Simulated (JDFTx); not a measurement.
CoO:

```
CELL_PARAMETERS angstrom
2.82845 0.00000 0.00000
-1.41423 2.44951 0.00000
0.00000 0.00000 2.72172
ATOMIC_POSITIONS crystal
Co 0.00000 0.00000 0.50000
O 0.66667 0.33333 0.00000
```

The cell was built by a generator and needn't be a form met in nature.

Base run:

* Program: JDFTx 1.7.0 (patched build)
* Functional: PBE
* Potentials or basis: PseudoDojo-SR-PBE-0.5-standard with smoothed tails
* Cutoff: 1306 eV
* Density cutoff: 10449 eV
* k mesh: 9 × 9 × 8
* Occupations: fermi-dirac, width 0.05 eV
* Spin: collinear spin, ferromagnetic start
* Starting moments: [2.0, 0.0] μB
* Fixed moment: 3 μB

Its results: pressure -0.8 GPa; site moments Co +2.52; O +0.50 μB.

**Question.** The run is repeated on the same cell with these changes: fixed moment from 3 μB to 2 μB. What comes out?

**Answer.** Pressure -7.6 GPa; site moments Co +1.80; O +0.21 μB.

Caveats: the total moment is fixed, so each spin has its own Fermi level; a cell with one magnetic atom can't hold antiferromagnetic order, which such compounds often take.
